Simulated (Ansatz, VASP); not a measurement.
## V (free-standing triangular V monolayer, spacing 3.002 A): VASP beside Ansatz

Wanted: the spread between two codes on one cell, functional and k mesh.

Method: plane waves, with VASP 6.6.1 beside it; single point at r2SCAN, in Ansatz 0.2.0.

### 1. The structure

The cell holds 1 atom: 1 V. Cell: a = 3.002 Å, b = 3.002 Å, c = 14.000 Å, α = 90.0°, β = 90.0°, γ = 120.0°. Model lattice. Vacuum lies along c.

### 2. Ansatz: single point, r2SCAN

Ansatz runs on its default PAW (the set named soft_2) files.

With cell and atoms fixed, the geometry can't cause a difference; cores, projectors, grids and the points listed under the comparison can.

File input.yaml:

```yaml
crystal:
  lattice:
    - [3.002, 0.0, 0.0]
    - [-1.501, 2.599808, 0.0]
    - [0.0, 0.0, 14.0]
  atoms:
    - { symbol: V, position: [0.0, 0.0, 0.5], spin: 2.0 }
hamiltonian:
  xc: r2scan
  pseudopotentials: { kind: paw }
magnetization:
  spin_polarized: true
kpoints:
  mp_grid: { grid: [12, 12, 1] }
scf:
  occupations: { method: methfessel_paxton, width: 0.05 }
  n_extra_bands: 7
output:
  forces: true
  eigenvalues: true
```

Launch:

```console
ansatz run input.yaml --threads 2 --pin off --max-ram 4608MiB --backend cpu --events-out ev --progress --plain --runs-dir out
```

Numbers of over 12 decimals in the logs are rounded to 6 here.

What it wrote:

```text
scf.n_extra_bands = 7 over 7 filled bands (N_el = 13.0): the run solves 14 bands
Engine: ansatz 0.2.0, x86_64-unknown-linux-gnu
Pseudopotentials: kind: paw
Pseudopotential: V, paw, valence charge 13, recommended cutoff 500 eV (meta_gga), V.paw.azcp
Functional definition: r2SCAN
  parameter k0 = 0.174
  parameter k1 = 0.065
  parameter a1 = 4.9479
  exchange = r2scan_x(k0 = k0, k1 = k1, a1 = a1)
  correlation = r2scan_c
Crystal: 1 atoms, lattice volume = 109.265 Å³
Basis set: ecut = 500 eV, 2835 PW (Γ), exchange–correlation on 96×96×432 points (64 copies of the dense FFT grid, shifted against one another)
Bands: 14, of which v1, the nominal top of the filled ones, is band 7 counted from 1 (6 counted from 0)
Symmetry: 24 space group operations
Space group: P6/mmm (ITA 191), of the structure as read, at distance tolerance 4.8e-5 Å
Magnetic group: BNS 191.233 (UNI 1463), of the structure as read, at distance tolerance 4.8e-5 Å
k-points: 19 of 144
Non-local potential: V, projectors of the file, l = 0: 3, l = 1: 2, l = 2: 3, l = 3: 1
PAW form: soft (Blöchl's): semilocal exchange-correlation on the pseudo side does not see the compensation charge
PAW frozen core: V, regenerated for the run's functional (the file was generated under x = pbe(κ = 0.804, μ = 0.219515), c = pbe(β = 0.066725))
PAW one-centre angular grid: V, 590 points (default); XC on 160 Gauss nodes
Initial density: superposition of atomic densities (neutral atoms: chi_scale 0, normalization atom)
Starting moments: Σ|m| = 2 μB on 1 of 1 site
Initial wavefunctions: pseudopotential atomic-orbital guess
Functional: x = r2scan, c = r2scan; τ floored in thin density (d = 2e-4 eV/Å³)
SCF iter   1: F=—  HF=-2913.924043 eV  |F-HF|=—  |Δ(HF+E_count)|=         —  Δρ=1.56e-2 (↑1.17e-2 ↓1.56e-2)  dr2=6.96e-1  dr2_τ=6.93e-3  dr2_m=1.19e-1  M=2.781 μB ∫|m|=2.782 μB  β_m=0.77  ethr=3.10e-3  ⟨swp⟩=6.1  Hψ=3058  notcnv=0
Mixer restart at iter 1: flushing history
preconditioner: auto → LDOS  [metal: Δε(μ)=0.002 eV  Ē_g=5.854 eV  σ=0.050 eV  W_gap=0.02  n_scr=8 (ndim 8)  ℏωp=7.9 eV  f_vac=0.636  D(μ)=4.47/eV (n_scr^D=42)]
spin=Collinear: LDOS preconditioning applied to the charge; magnetization (m = ρ↑ − ρ↓) channel mixes plain (no charge-response kernel on spin).
SCF iter   2: F=—  HF=-2914.027852 eV  |F-HF|=—  |Δ(HF+E_count)|=   1.04e-1  Δρ=9.11e-3 (↑9.11e-3 ↓8.75e-3)  dr2=2.88e-1  dr2_τ=2.24e-3  dr2_m=5.03e-2  M=3.024 μB ∫|m|=3.024 μB  β_m=1.00  ethr=3.10e-3  ⟨swp⟩=2.0  Hψ=1012  notcnv=0  defer=93  κ⁻¹=1.0e0(r=1)
SCF iter   3: F=—  HF=-2914.663692 eV  |F-HF|=—  |Δ(HF+E_count)|=         —  Δρ=1.44e-2 (↑1.44e-2 ↓9.75e-3)  dr2=7.06e-2  dr2_τ=5.01e-3  dr2_m=1.13e-1  M=3.735 μB ∫|m|=3.735 μB  β_m=1.00  ethr=2.22e-3  ⟨swp⟩=2.5  Hψ=861  notcnv=0  defer=93  κ⁻¹=1.0e0(r=1)
SCF iter   4: F=—  HF=-2914.608757 eV  |F-HF|=—  |Δ(HF+E_count)|=   5.49e-2  Δρ=3.85e-3 (↑3.85e-3 ↓7.99e-4)  dr2=1.57e-2  dr2_τ=5.15e-4  dr2_m=2.69e-3  M=3.750 μB ∫|m|=3.750 μB  β_m=1.00  ethr=3.85e-4  ⟨swp⟩=3.3  Hψ=1256  notcnv=0  defer=91  κ⁻¹=1.0e0(r=1)
SCF iter   5: F=—  HF=-2914.603685 eV  |F-HF|=—  |Δ(HF+E_count)|=   5.07e-3  Δρ=1.64e-3 (↑9.58e-4 ↓1.64e-3)  dr2=1.41e-3  dr2_τ=8.94e-5  dr2_m=1.09e-3  M=3.807 μB ∫|m|=3.807 μB  β_m=1.00  ethr=1.20e-4  ⟨swp⟩=2.7  Hψ=876  notcnv=0  defer=92  κ⁻¹=1.1e-1(r=2)
SCF iter   6: F=—  HF=-2914.605344 eV  |F-HF|=—  |Δ(HF+E_count)|=         —  Δρ=1.02e-3 (↑1.02e-3 ↓8.82e-4)  dr2=5.53e-4  dr2_τ=4.00e-5  dr2_m=5.36e-4  M=3.845 μB ∫|m|=3.845 μB  β_m=1.00  ethr=1.09e-5  ⟨swp⟩=2.9  Hψ=920  notcnv=0  defer=92
Mixer restart at iter 6: flushing history
SCF iter   7: F=—  HF=-2914.606964 eV  |F-HF|=—  |Δ(HF+E_count)|=   1.62e-3  Δρ=9.07e-4 (↑9.07e-4 ↓6.06e-4)  dr2=8.32e-4  dr2_τ=1.99e-5  dr2_m=2.29e-4  M=3.870 μB ∫|m|=3.870 μB  β_m=1.00  ethr=4.26e-6  ⟨swp⟩=2.6  Hψ=882  notcnv=0  defer=92  κ⁻¹=1.0e0(r=1)
SCF iter   8: F=—  HF=-2914.606447 eV  |F-HF|=—  |Δ(HF+E_count)|=         —  Δρ=1.28e-3 (↑1.28e-3 ↓6.27e-4)  dr2=1.87e-3  dr2_τ=2.87e-5  dr2_m=4.53e-4  M=3.894 μB ∫|m|=3.894 μB  β_m=1.20  ethr=4.26e-6  ⟨swp⟩=1.6  Hψ=599  notcnv=0  defer=92
[...]
iteration 8: the input's own smearing fills from here on; a Gaussian of 0.05 eV has filled iterations ahead of it
[...]
SCF iter  15: F=—  HF=-2914.610467 eV  |F-HF|=—  |Δ(HF+E_count)|=   5.76e-4  S|Δr|=    0.00e0  Δρ=5.33e-4 (↑5.33e-4 ↓2.55e-4)  dr2=2.33e-4  dr2_τ=6.30e-6  dr2_m=1.15e-4  M=4.002 μB ∫|m|=4.002 μB  β_m=1.20  ethr=3.89e-6  ⟨swp⟩=2.3  Hψ=628  notcnv=0  defer=92  κ⁻¹=3.9e-5(r=7)
SCF iter  16: F=—  HF=-2914.610564 eV  |F-HF|=—  |Δ(HF+E_count)|=   9.70e-5  S|Δr|=    0.00e0  Δρ=7.60e-4 (↑7.60e-4 ↓2.82e-4)  dr2=4.76e-4  dr2_τ=1.13e-5  dr2_m=2.18e-4  M=4.001 μB ∫|m|=4.001 μB  β_m=1.20  ethr=1.80e-6  ⟨swp⟩=2.4  Hψ=672  notcnv=0  defer=92  κ⁻¹=2.6e-5(r=8)
SCF iter  17: F=—  HF=-2914.610556 eV  |F-HF|=—  |Δ(HF+E_count)|=   8.00e-6  S|Δr|=    0.00e0  Δρ=7.51e-4 (↑7.51e-4 ↓2.90e-4)  dr2=4.50e-4  dr2_τ=1.12e-5  dr2_m=2.19e-4  M=4.001 μB ∫|m|=4.002 μB  β_m=1.20  ethr=1.80e-6  ⟨swp⟩=1.3  Hψ=457  notcnv=0  defer=92  κ⁻¹=1.9e-5(r=8)
SCF iter  18: F=—  HF=-2914.610668 eV  |F-HF|=—  |Δ(HF+E_count)|=   1.12e-4  S|Δr|=    0.00e0  Δρ=1.93e-4 (↑1.93e-4 ↓7.65e-5)  dr2=3.05e-5  dr2_τ=7.61e-7  dr2_m=1.44e-5  M=3.997 μB ∫|m|=3.998 μB  β_m=1.20  ethr=1.80e-6  ⟨swp⟩=2.3  Hψ=609  notcnv=0  defer=92  κ⁻¹=1.7e-5(r=8)
SCF iter  19: F=—  HF=-2914.610670 eV  |F-HF|=—  |Δ(HF+E_count)|=   1.51e-6  S|Δr|=    0.00e0  Δρ=2.06e-4 (↑2.06e-4 ↓8.38e-5)  dr2=3.27e-5  dr2_τ=8.35e-7  dr2_m=1.70e-5  M=3.997 μB ∫|m|=3.998 μB  β_m=1.20  ethr=2.35e-7  ⟨swp⟩=1.3  Hψ=478  notcnv=0  defer=92  κ⁻¹=5.4e-5(r=8)
SCF iter  20: F=—  HF=-2914.610671 eV  |F-HF|=—  |Δ(HF+E_count)|=   1.32e-6  S|Δr|=    0.00e0  Δρ=1.73e-4 (↑1.73e-4 ↓7.37e-5)  dr2=2.14e-5  dr2_τ=6.07e-7  dr2_m=1.24e-5  M=3.996 μB ∫|m|=3.996 μB  β_m=1.20  ethr=2.35e-7  ⟨swp⟩=2.1  Hψ=656  notcnv=0  defer=92  κ⁻¹=8.7e-6(r=8)
SCF iter  21: F=—  HF=-2914.610680 eV  |F-HF|=—  |Δ(HF+E_count)|=   8.72e-6  S|Δr|=    0.00e0  Δρ=1.11e-5 (↑1.11e-5 ↓4.74e-6)  dr2=1.28e-7  dr2_τ=2.62e-9  dr2_m=4.18e-8  M=3.996 μB ∫|m|=3.997 μB  β_m=1.20  ethr=1.64e-7  ⟨swp⟩=2.3  Hψ=613  notcnv=0  defer=92  κ⁻¹=1.8e-6(r=8)
iter 22 met the thresholds in force, and the SCF goes on: an eigenvalue changes by 12.04 meV, over its tolerance of 10.00 meV (output.eigenvalues, Limitations)
SCF iter  22: F=-2914.610680 eV  HF=-2914.610680 eV  |F-HF|=3.06e-8  |Δ(HF+E_count)|=   2.53e-7  S|Δr|=    0.00e0  Δρ=5.34e-6 (↑5.34e-6 ↓2.27e-6)  dr2=2.54e-8  dr2_τ=6.72e-10  dr2_m=1.06e-8  M=3.996 μB ∫|m|=3.997 μB  β_m=1.20  ethr=7.69e-10  ⟨swp⟩=9.7  Hψ=2831  notcnv=0  κ⁻¹=6.3e-7(r=8)
SCF iter  23: F=-2914.610680 eV  HF=-2914.610680 eV  |F-HF|=9.11e-9  |Δ(HF+E_count)|=   2.72e-8  S|Δr|=    0.00e0  Δρ=5.33e-6 (↑5.33e-6 ↓2.25e-6)  dr2=2.11e-8  dr2_τ=5.59e-10  dr2_m=1.15e-8  M=3.996 μB ∫|m|=3.997 μB  ethr=1.96e-10  ⟨swp⟩=4.4  Hψ=2092  notcnv=0
SCF 1 converged in 23 iterations: F = -2914.610680 eV  dr2 = 2.11e-8
  greatest PAW one-centre occupation: 1.002 electrons in one spin orbital (limit 2), on the V atom at site 0 (counted from 0), in its partial waves of l = 1
this state was not tested for a lower state beside it, because cold or Methfessel-Paxton smearing, or corrected tetrahedra, fill the levels in a way that the test cannot read (fill_not_monotonic; see scf.lower_state_search)
SCF converged after 23 iterations
an eigenvalue changed by more than its tolerance at an iteration that met the thresholds in force, so the SCF went on 1 time: the last check found none over its tolerance
Magnetization: 3.9963 μB (8.4982 up, 4.5018 down)
Absolute magnetization: 3.9966 μB (∫|ρ↑−ρ↓|, with the PAW one-centre terms)
Spin contamination: 0.0023 ħ² per cell (⟨S²⟩ above its minimum at these occupations)
Per-site moments (μB) at R_I (Å): [(3.164839, 1.238325)]
Free energy (F): -2914.610680 eV
Harris-Foulkes:  -2914.610680 eV  (|F-HF|=9.11e-9)
Internal energy: -2914.609973 eV  (E = F + TS)
E sigma→0 (E₀):  -2914.610503 eV
Entropy (-TS):   -0.000707 eV (-0.707 meV/atom)
Fermi energy:    -1.433490 eV
--- Per-component energies (eV) ---
  E_band       = -391.730009
  E_kinetic    = 330.212476
  E_local      = -4765.851695  (includes V_loc(G=0)·N_el)
  E_nonlocal   = -38.195557
  E_hartree    = 2229.675668
  E_xc         = -122.360486
  E_vxc        = -179.200077  (∫ρ·V_xc dr)
  E_paw        = -1125.709346  (= ΣΔE_a)
  E_vpaw       = -211.016394  (= ΣTr[D̂ρ^β])
  E_aug_tail   = 0.000193  (compensation charges beyond the density's cutoff)
  E_vtau       = 12.976878  (kinetic-family band-sum trace: ∫τ·v_τ [+ j·A + Jᵃ·Aᵃ] dr)
  E_ewald      = 577.884555
  E_core_change = -0.265781  (= ΣΔE_core)
  E_smearing   = -0.000707  (= −TS)
  E_closure    = -0.000000  (closes the sum)
  Σ components = -2914.610680   (vs F -2914.610680, Δ=0.00e0)
--- Forces (eV/Å), atoms counted from 1 ---
  atom   1  V      0.00000000    -0.00000000     0.00000000
  max |Σ_I F_I| component: 1.05e-30 eV/Å
--- Band table (eV; the first three rows and the last of 38) ---
  k-point 0 ↑: bands = [... 3 lower, -42.0601, -6.9416, -3.1640, -2.4038, -2.4038, -1.7072, -0.8419, -0.8419, ... 3 higher]
  k-point 1 ↑: bands = [... 3 lower, -42.0639, -6.7483, -3.1044, -2.4938, -2.3018, -1.9119, -0.8656, -0.5401, ... 3 higher]
  k-point 2 ↑: bands = [... 3 lower, -42.0743, -6.1920, -2.9480, -2.7034, -2.2489, -2.0122, -0.9300, 0.1072, ... 3 higher]
  k-point 18 ↓: bands = [... 3 lower, -38.3622, -0.0229, -0.0229, 0.8765, 0.8765, 2.3990, 6.1845, 6.1845, ... 3 higher]
```

Run time: 8.8 s. Hardware: 2 threads of AMD EPYC 7R43, shared host; peak memory 0.7 GiB.

In the SCF lines HF is the Harris–Foulkes energy and dr2 the Hartree energy of the density residual, in eV; the loop may stop once dr2 is under the threshold and the program's other checks hold. Hψ counts applications of the Hamiltonian.

### 3. VASP: single point, r2SCAN

The same cell, functional, mesh and smearing now go to VASP, with its own data sets and cutoff.

Lines of VASP's logs that name or quote its potential files are left out, and so is its time.

File INCAR:

```
SYSTEM = V
PREC = Normal
ENCUT = 350
EDIFF = 1E-06
NELM = 150
ISMEAR = 1
SIGMA = 0.05
LREAL = .FALSE.
ALGO = Normal
METAGGA = R2SCAN
LASPH = .TRUE.
NBANDS = 18
ISPIN = 2
MAGMOM = 2
LMAXMIX = 4
LORBIT = 11
LWAVE = .FALSE.
LCHARG = .FALSE.
KPAR = 2
AMIX = 0.2
BMIX = 1E-04
AMIX_MAG = 0.8
BMIX_MAG = 1E-04
NEDOS = 1500
```

File POSCAR:

```
V
1.0
    3.0020000000      0.0000000000      0.0000000000
   -1.5010000000      2.5998080000      0.0000000000
    0.0000000000      0.0000000000     14.0000000000
V
1
Direct
    0.0000000000      0.0000000000      0.5000000000
```

File KPOINTS:

```
Automatic mesh
0
Gamma
12 12 1
0 0 0
```

The projector-augmented-wave data sets are V_sv (PBE family, release 64).

Launch:

```console
mpirun -np 2 vasp_std
```

What it wrote:

```text
[banner, memory and clock lines left out]
running    2 mpi-ranks, on    1 nodes
 distrk:  each k-point on    1 cores,    2 groups
 distr:  one band on    1 cores,    1 groups

 POSCAR found type information on POSCAR V
 POSCAR found :  1 types and       1 ions
|                                                                             |
|               ----> ADVICE to this user running VASP <----                  |
|                                                                             |
|     You enforced a specific xc type in the INCAR file but a different       |
|     [... a line on the potential file left out ...]
|     I HOPE YOU KNOW WHAT YOU ARE DOING!                                     |
|                                                                             |

 LDA part: xc-table for (None), standard interpolation
 POSCAR, INCAR and KPOINTS ok, starting setup
 FFT: planning ... GRIDC
 FFT: planning ... GRID_SOFT
 FFT: planning ... GRID
 WAVECAR not read
 entering main loop
       N       E                     dE             d eps       ncg     rms          rms(c)
DAV:   1     0.534310077510E+02    0.53431E+02   -0.69275E+03  1720   0.398E+02
DAV:   2    -0.141329184267E+02   -0.67564E+02   -0.65684E+02  1532   0.163E+02
DAV:   3    -0.151164782199E+02   -0.98356E+00   -0.95494E+00  1556   0.224E+01
DAV:   4    -0.151227019314E+02   -0.62237E-02   -0.62230E-02  1540   0.200E+00
DAV:   5    -0.151227834407E+02   -0.81509E-04   -0.81509E-04  1550   0.223E-01    0.106E+01
DAV:   6    -0.110584803770E+02    0.40643E+01   -0.46128E+00  1446   0.189E+01    0.538E+00
DAV:   7    -0.114216390374E+02   -0.36316E+00   -0.15123E-01  1418   0.206E+00    0.332E+00
DAV:   8    -0.116324606605E+02   -0.21082E+00   -0.84119E-02  1396   0.166E+00    0.149E+00
DAV:   9    -0.116524558503E+02   -0.19995E-01   -0.15583E-02  1382   0.988E-01    0.105E+00
DAV:  10    -0.116850914252E+02   -0.32636E-01   -0.97800E-03  1376   0.797E-01    0.664E-01
DAV:  11    -0.116930353758E+02   -0.79440E-02   -0.43326E-03  1442   0.596E-01    0.660E-01
DAV:  12    -0.117029242303E+02   -0.98889E-02   -0.93828E-03  1410   0.652E-01    0.494E-01
DAV:  13    -0.117086286272E+02   -0.57044E-02   -0.38731E-03  1388   0.464E-01    0.420E-01
DAV:  14    -0.117100298232E+02   -0.14012E-02   -0.48239E-03  1380   0.634E-01    0.115E-01
[...]
DAV:  30    -0.117112361775E+02   -0.11313E-05   -0.16720E-06  1324   0.107E-02    0.102E-03
DAV:  31    -0.117112714378E+02   -0.35260E-04   -0.25477E-06  1360   0.124E-02    0.738E-04
DAV:  32    -0.117112248051E+02    0.46633E-04   -0.17110E-06  1364   0.111E-02    0.459E-04
DAV:  33    -0.117110614632E+02    0.16334E-03   -0.18073E-05  1364   0.285E-02    0.122E-03
DAV:  34    -0.117110394666E+02    0.21997E-04   -0.39207E-06  1260   0.139E-02    0.972E-04
DAV:  35    -0.117110452680E+02   -0.58015E-05   -0.10523E-06  1292   0.822E-03    0.833E-04
DAV:  36    -0.117110518679E+02   -0.65999E-05   -0.92704E-07  1336   0.759E-03    0.720E-04
DAV:  37    -0.117110516177E+02    0.25023E-06   -0.63838E-07  1308   0.656E-03
   1 F= -.11711052E+02 E0= -.11710822E+02  d E =-.687893E-03  mag=     3.9960
```

OUTCAR, selected parts (step 3):

```text
ion  position               nearest neighbor table
   1  0.000  0.000  0.500-

  LATTYP: Found a hexagonal cell.
 ALAT       =     3.0020000000
 C/A-ratio  =     4.6635576282

 Subroutine GETGRP returns: Found 24 space group operations
 (whereof 24 operations were pure point group operations)

The static configuration has the point symmetry D_6h.

 Found     19 irreducible k-points:

   k-points           NKPTS =     19   k-points in BZ     NKDIM =     19   number of bands    NBANDS=     18

   dimension x,y,z NGX =    14 NGY =   14 NGZ =   64
   dimension x,y,z NGXF=    28 NGYF=   28 NGZF=  128

   ENCUT  =  350.0 eV  25.72 Ry    5.07 a.u.   4.58  4.58 21.36*2*pi/ulx,y,z

   NELECT =      13.0000    total number of electrons

 k-points in reciprocal lattice and weights: Automatic mesh
   0.00000000  0.00000000  0.00000000       0.007
   0.08333333  0.00000000  0.00000000       0.042
   0.16666667  0.00000000  0.00000000       0.042
   0.25000000  0.00000000  0.00000000       0.042
   0.33333333  0.00000000  0.00000000       0.042
   0.41666667  0.00000000  0.00000000       0.042
   0.50000000  0.00000000  0.00000000       0.021
   0.08333333  0.08333333  0.00000000       0.042
   0.16666667  0.08333333  0.00000000       0.083
[...]
0.33333333  0.25000000  0.00000000       0.083
   0.33333333  0.33333333  0.00000000       0.014

 average (electrostatic) potential at core
       1 -87.0611

 E-fermi :  -2.2699

 spin component 1
 k-point     1 :       0.0000    0.0000    0.0000
  band No.  band energies     occupation
    ...
      5      -7.8012      1.00000
      6      -3.9973      1.00000
      7      -3.2427      1.00000
      8      -3.2424      1.00000
      9      -2.5551      1.00000
     10      -1.6772     -0.00000
     11      -1.6769     -0.00000
     12       1.7053      0.00000
     13       2.7357      0.00000
     14       3.3063      0.00000
    ...

 k-point     2 :       0.0833    0.0000    0.0000
  band No.  band energies     occupation
    ...
      5      -7.6076      1.00000
      6      -3.9376      1.00000
      7      -3.3333      1.00000
      8      -3.1404      1.00000
      9      -2.7572      1.00000
     10      -1.7010     -0.00000
     11      -1.3785     -0.00000
     12       1.8506      0.00000
     13       2.9107      0.00000
     14       3.4478      0.00000
    ...

 k-point     3 :       0.1667    0.0000    0.0000
  band No.  band energies     occupation
    ...
      5      -7.0507      1.00000
      6      -3.7812      1.00000
      7      -3.5437      1.00000
      8      -3.0926      1.00000
      9      -2.8502      1.00000
     10      -1.7656     -0.00000
     11      -0.7341      0.00000
     12       2.2870      0.00000
     13       3.4240      0.00000
     14       3.8736      0.00000
    ...

 k-point     4 :       0.2500    0.0000    0.0000
  band No.  band energies     occupation
    ...
      5      -6.2334      1.00000
      6      -3.7776      1.00000
      7      -3.5038      1.00000
      8      -3.3978      1.00000
      9      -2.4237      1.00006
     10      -1.8525     -0.00000
     11       0.1333      0.00000
     12       3.0145      0.00000
     13       4.2502      0.00000
     14       4.5834      0.00000
    ...

 k-point     5 :       0.3333    0.0000    0.0000
  band No.  band energies     occupation
    ...
      4     -42.9385      1.00000
      5      -5.5014      1.00000
      6      -3.6331      1.00000
      7      -3.5615      1.00000
      8      -3.2651      1.00000
      9      -1.9537     -0.00000
     10      -1.9381     -0.00000
     11       1.2132      0.00000
     12       3.9976      0.00000
     13       5.3305      0.00000
    ...

 k-point     6 :       0.4167    0.0000    0.0000
  band No.  band energies     occupation
    ...
      4     -42.9328      1.00000
      5      -5.2733      1.00000
      6      -3.7804      1.00000
      7      -3.0965      1.00000
      8      -2.6233      1.00000
      9      -2.0001     -0.00000
     10      -1.5743     -0.00000
     11       2.4444      0.00000
     12       3.2993      0.00000
     13       5.4866      0.00000
    ...

  Total       -1.3424226     -1.3424224     -0.1004481      0.0000000     -0.0000000      0.0000000
  in kB      -19.6842944    -19.6842904     -1.4728961      0.0000000     -0.0000000      0.0000000
  external PRESSURE =     -13.6138269 kB  Pullay stress =       0.0000000 kB

  energy-cutoff  :      350.00
  volume of cell :      109.26
      direct lattice vectors                 reciprocal lattice vectors
     3.002000000  0.000000000  0.000000000     0.333111259  0.192321895  0.000000000
    -1.501000000  2.599808000  0.000000000     0.000000000  0.384643789  0.000000000
     0.000000000  0.000000000 14.000000000     0.000000000  0.000000000  0.071428571

 POSITION                                       TOTAL-FORCE (eV/Angst)
 -----------------------------------------------------------------------------------
      0.00000      0.00000      7.00000         0.000000      0.000000      0.000000
 -----------------------------------------------------------------------------------
    total drift:                               -0.000000     -0.000000      0.000000

  FREE ENERGIE OF THE ION-ELECTRON SYSTEM (eV)
  ---------------------------------------------------
  free  energy   TOTEN  =       -11.7110516177 eV

  energy  without entropy=      -11.7103637248  energy(sigma->0) =      -11.71082232

 total charge
# of ion       s       p       d       tot
------------------------------------------
    1        2.255   6.075   2.931  11.260

 magnetization (x)
# of ion       s       p       d       tot
------------------------------------------
    1        0.071   0.084   2.838   2.993

[... 6 further parts left out ...]
```

SCAN-type functionals tend to overstate the moments of itinerant magnets.

### 4. Differences

Known differences besides the potentials themselves: VASP keeps PBE cores, Ansatz makes them for the functional; the cutoff is 500 eV in Ansatz and 350 eV in VASP (PREC = Normal); site moments are counted in spheres of each program's own size. Total energies have different zeros and are not compared.

The two programs side by side:

| quantity | Ansatz | VASP | difference |
| --- | --- | --- | --- |
| total moment (μB) | 4.00 | 4.00 | 0.00 |
| moment on V1 (μB) | 3.17 | 2.99 | +0.17 |

### 5. Results

| Quantity | Value |
| --- | --- |
| difference in total moment (single point, r2SCAN) | 3.2e-4 μB |

In words: The difference in total moment is 3.2e-4 μB (single point, r2SCAN). Such differences can come from data sets, numerical settings and the points named under the comparisons, not from the functional's error against experiment.

[Lines on the potential files, build, host, timing and source positions are cut from VASP's logs without a mark.]

[Logs are printed without paths, hosts, clocks, repeated set-up lines and the standing remarks that a program may print on its own settings, such as how far it seeks lower states.]

[Hosts, paths, dates, database ids (printed as entryN), source tags and the programs' standing remarks are cut or masked in the printed files.]
